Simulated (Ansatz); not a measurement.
**O started in the widest void in corundum Al2O3, 121 atoms, charge 0**

Aim: let the atoms about the defect relax, then find its formation energy and its levels in the gap by PBEsol, HSE06 and r²SCAN.

Program: Ansatz 0.2.0, PAW, plane waves. These are calculated values, not measurements.

## Step 1: Starting point

121 atoms (48 Al, 73 O); a = 9.548 Å, b = 9.548 Å, c = 13.014 Å, α = 90.00°, β = 90.00°, γ = 120.00°. All atoms were shaken off their sites by about 0.02 Å along each axis. Defect site 1: (0.496, 0.490, 0.500).

Steps to follow: (2) PBEsol relaxation at the single k point (¼, ¼, ¼), on 1 × NVIDIA GB200 with 8 threads of Arm Neoverse-V2; (3) HSE06 single point at the single k point (¼, ¼, ¼), on 1 × NVIDIA GB200 with 8 threads of Arm Neoverse-V2; (4) r²SCAN single point at the single k point (¼, ¼, ¼), on 1 × NVIDIA GB200 with 8 threads of Arm Neoverse-V2.

## Step 2: Relaxing the atoms with PBEsol

in.yaml

```yaml
crystal:
  lattice:
    - [9.547862, 0.000000, 0.000000]
    - [-4.773931, 8.268691, 0.000000]
    - [0.000000, 0.000000, 13.013576]
  atoms:
    - { symbol: Al, position: [0.333595, 0.169734, 0.182275] }
    - { symbol: Al, position: [0.333201, 0.666854, 0.186774] }
    - { symbol: Al, position: [0.833877, 0.169733, 0.185131] }
    - { symbol: Al, position: [0.837593, 0.666735, 0.187281] }
    - { symbol: Al, position: [0.162057, 0.331840, 0.018449] }
    - { symbol: Al, position: [0.162012, 0.829519, 0.018493] }
    - { symbol: Al, position: [0.668730, 0.337690, 0.019403] }
    - { symbol: Al, position: [0.667043, 0.833410, 0.020507] }
    - { symbol: Al, position: [0.167204, 0.330024, 0.319154] }
    - { symbol: Al, position: [0.167659, 0.834539, 0.312904] }
    - { symbol: Al, position: [0.665982, 0.330000, 0.315290] }
    - { symbol: Al, position: [0.663253, 0.828012, 0.315705] }
    - { symbol: Al, position: [0.167447, 0.330903, 0.519983] }
    - { symbol: Al, position: [0.161371, 0.829590, 0.516308] }
    - { symbol: Al, position: [0.667972, 0.333823, 0.518901] }
    - { symbol: Al, position: [0.665275, 0.833058, 0.518843] }
    - { symbol: Al, position: [0.998519, 0.996706, 0.355070] }
    - { symbol: Al, position: [0.999055, 0.498553, 0.355721] }
    - { symbol: Al, position: [0.498199, 0.996598, 0.352752] }
    - { symbol: Al, position: [0.505418, 0.503065, 0.352551] }
    - { symbol: Al, position: [0.001739, 0.003017, 0.149031] }
    - { symbol: Al, position: [0.001495, 0.500232, 0.146021] }
    - { symbol: Al, position: [0.498451, 0.999407, 0.147833] }
    - { symbol: Al, position: [0.496750, 0.500501, 0.151037] }
    - { symbol: Al, position: [0.000394, 0.997462, 0.649161] }
    - { symbol: Al, position: [0.003900, 0.502998, 0.649944] }
    - { symbol: Al, position: [0.494475, 0.995260, 0.647717] }
    - { symbol: Al, position: [0.501017, 0.501520, 0.644751] }
    - { symbol: Al, position: [0.999011, 0.001202, 0.850315] }
    - { symbol: Al, position: [0.003562, 0.502416, 0.852771] }
    - { symbol: Al, position: [0.499801, 0.001490, 0.852733] }
    - { symbol: Al, position: [0.500439, 0.500337, 0.850303] }
    - { symbol: Al, position: [0.329400, 0.163900, 0.687753] }
    - { symbol: Al, position: [0.330039, 0.662996, 0.684387] }
    - { symbol: Al, position: [0.831554, 0.168303, 0.685194] }
    - { symbol: Al, position: [0.830429, 0.667324, 0.682575] }
    - { symbol: Al, position: [0.330148, 0.162577, 0.482320] }
    - { symbol: Al, position: [0.332990, 0.665311, 0.482159] }
    - { symbol: Al, position: [0.833149, 0.166125, 0.480416] }
    - { symbol: Al, position: [0.834668, 0.665732, 0.482641] }
    - { symbol: Al, position: [0.333036, 0.166408, 0.984472] }
    - { symbol: Al, position: [0.337867, 0.666740, 0.983618] }
    - { symbol: Al, position: [0.833688, 0.167410, 0.980526] }
    - { symbol: Al, position: [0.833883, 0.667974, 0.980169] }
    - { symbol: Al, position: [0.167670, 0.334302, 0.816143] }
    - { symbol: Al, position: [0.166216, 0.833609, 0.815340] }
    - { symbol: Al, position: [0.663399, 0.333240, 0.815013] }
    - { symbol: Al, position: [0.672565, 0.835475, 0.814232] }
    - { symbol: O, position: [0.147999, 0.997929, 0.252914] }
    - { symbol: O, position: [0.149153, 0.498592, 0.247296] }
    - { symbol: O, position: [0.655817, 0.996866, 0.247895] }
    - { symbol: O, position: [0.657545, 0.502661, 0.248928] }
    - { symbol: O, position: [0.333795, 0.016075, 0.084133] }
    - { symbol: O, position: [0.329888, 0.511380, 0.080761] }
    - { symbol: O, position: [0.833305, 0.013925, 0.081607] }
    - { symbol: O, position: [0.837173, 0.515383, 0.084252] }
    - { symbol: O, position: [0.998720, 0.151283, 0.250374] }
    - { symbol: O, position: [0.002175, 0.653933, 0.251622] }
    - { symbol: O, position: [0.499740, 0.152165, 0.249063] }
    - { symbol: O, position: [0.504996, 0.656771, 0.250104] }
    - { symbol: O, position: [0.347485, 0.349707, 0.249103] }
    - { symbol: O, position: [0.349169, 0.846580, 0.249899] }
    - { symbol: O, position: [0.847933, 0.341707, 0.251671] }
    - { symbol: O, position: [0.845026, 0.846359, 0.250971] }
    - { symbol: O, position: [0.182945, 0.167486, 0.081116] }
    - { symbol: O, position: [0.186406, 0.671215, 0.085453] }
    - { symbol: O, position: [0.680604, 0.166178, 0.085905] }
    - { symbol: O, position: [0.683535, 0.666587, 0.082710] }
    - { symbol: O, position: [0.186163, 0.017540, 0.581511] }
    - { symbol: O, position: [0.179255, 0.513634, 0.581492] }
    - { symbol: O, position: [0.683575, 0.012232, 0.580011] }
    - { symbol: O, position: [0.682568, 0.516925, 0.583290] }
    - { symbol: O, position: [0.166765, 0.186043, 0.415962] }
    - { symbol: O, position: [0.165774, 0.682644, 0.414008] }
    - { symbol: O, position: [0.667317, 0.183823, 0.415377] }
    - { symbol: O, position: [0.670578, 0.683123, 0.416898] }
    - { symbol: O, position: [0.016836, 0.336175, 0.415155] }
    - { symbol: O, position: [0.010185, 0.830297, 0.415518] }
    - { symbol: O, position: [0.512555, 0.333605, 0.413896] }
    - { symbol: O, position: [0.515395, 0.830041, 0.418674] }
    - { symbol: O, position: [0.010375, 0.175922, 0.916433] }
    - { symbol: O, position: [0.017606, 0.683972, 0.916230] }
    - { symbol: O, position: [0.512515, 0.181549, 0.913871] }
    - { symbol: O, position: [0.512738, 0.678935, 0.915968] }
    - { symbol: O, position: [0.997574, 0.344865, 0.749869] }
    - { symbol: O, position: [0.995990, 0.845750, 0.749073] }
    - { symbol: O, position: [0.498119, 0.345219, 0.750634] }
    - { symbol: O, position: [0.499868, 0.846616, 0.749484] }
    - { symbol: O, position: [0.486720, 0.320023, 0.085490] }
    - { symbol: O, position: [0.489229, 0.820912, 0.082186] }
    - { symbol: O, position: [0.989814, 0.318028, 0.083118] }
    - { symbol: O, position: [0.985173, 0.817750, 0.081382] }
    - { symbol: O, position: [0.489177, 0.165430, 0.586378] }
    - { symbol: O, position: [0.487328, 0.665588, 0.583184] }
    - { symbol: O, position: [0.989076, 0.166818, 0.580901] }
    - { symbol: O, position: [0.984190, 0.664661, 0.584616] }
    - { symbol: O, position: [0.329802, 0.318777, 0.584376] }
    - { symbol: O, position: [0.335579, 0.819121, 0.581651] }
    - { symbol: O, position: [0.836631, 0.323465, 0.582126] }
    - { symbol: O, position: [0.832530, 0.817612, 0.587398] }
    - { symbol: O, position: [0.321607, 0.484976, 0.416203] }
    - { symbol: O, position: [0.319858, 0.983505, 0.419457] }
    - { symbol: O, position: [0.818553, 0.487679, 0.414803] }
    - { symbol: O, position: [0.814151, 0.985177, 0.416711] }
    - { symbol: O, position: [0.319841, 0.331032, 0.915939] }
    - { symbol: O, position: [0.321553, 0.834373, 0.916050] }
    - { symbol: O, position: [0.816366, 0.332416, 0.915254] }
    - { symbol: O, position: [0.822304, 0.837618, 0.919150] }
    - { symbol: O, position: [0.348776, 0.999620, 0.749253] }
    - { symbol: O, position: [0.344427, 0.494293, 0.751731] }
    - { symbol: O, position: [0.843278, 0.998278, 0.749134] }
    - { symbol: O, position: [0.844495, 0.501632, 0.751597] }
    - { symbol: O, position: [0.151560, 0.152201, 0.747692] }
    - { symbol: O, position: [0.153312, 0.654412, 0.749578] }
    - { symbol: O, position: [0.652290, 0.149174, 0.749383] }
    - { symbol: O, position: [0.652111, 0.657040, 0.748613] }
    - { symbol: O, position: [0.167504, 0.485947, 0.918626] }
    - { symbol: O, position: [0.166010, 0.987041, 0.918495] }
    - { symbol: O, position: [0.668820, 0.487733, 0.913271] }
    - { symbol: O, position: [0.666420, 0.985243, 0.917063] }
    - { symbol: O, position: [0.499936, 0.494512, 0.500649] }
  symmetry: { detect: false }
kpoints:
  mp_grid: { grid: [1, 1, 1], shift: [0.25, 0.25, 0.25] }
hamiltonian:
  xc: pbesol
scf:
  occupations: { method: fermi_dirac, width: 0.01 }
relax:
  f_tol: 0.03
  max_steps: 80
  escape_saddle: false
  adjacent_minimum: "off"
output:
  forces: true
  eigenvalues: true
  populations: true
```

Run with:

```sh
$ ansatz run in.yaml --threads 8 --pin off --max-ram 118750MiB --runs-dir r --events-out ev --progress --plain --backend cuda --devices 0, --max-vram 170GiB
```

Further steps of the session: Single point with HSE06; Single point with r²SCAN.

What does the calculation give? Wanted: for each run, formation energy; host gap; top filled to lowest empty.

**Answer**, as computed:

```
             level         time  formation energy (eV)  host gap (eV)  top filled to lowest empty (eV)
PBEsol, relaxation  5.5 s (GPU)                   6.11           6.03                             none
             HSE06   34 s (GPU)                   7.28           8.00                             1.70
            r²SCAN  4.4 s (GPU)                   6.87           7.02                             none
```

```
     quantity                             value
   relaxation  5 recorded steps, 3.26 eV gained
largest shift                     0.20 Å (O101)
```

**In words.** Relaxation gains 3.26 eV, with shifts up to 0.20 Å (O101). The formation energy goes from 6.11 eV (PBEsol) to 7.28 eV (HSE06). The reservoirs are the elements' reference phases; where the defect changes the composition, the value depends on that choice. r²SCAN puts 3 localised levels over 0.1 eV inside the gap, at 0.80 (filled), 1.51 (filled), 1.52 (filled) eV, the tightest of them shared by about 4 atoms. The HSE06 single point took about 7.8 times as long as the r²SCAN one on the same kind of device. PBEsol and r²SCAN leave levels partly filled (a spacing under the smearing width does that too), while HSE06 opens a spacing of 1.70 eV. The host's edges were read at Γ, so band-like levels at this k point need not coincide with them. Finite-cell errors of some tenths of an eV remain in such numbers.
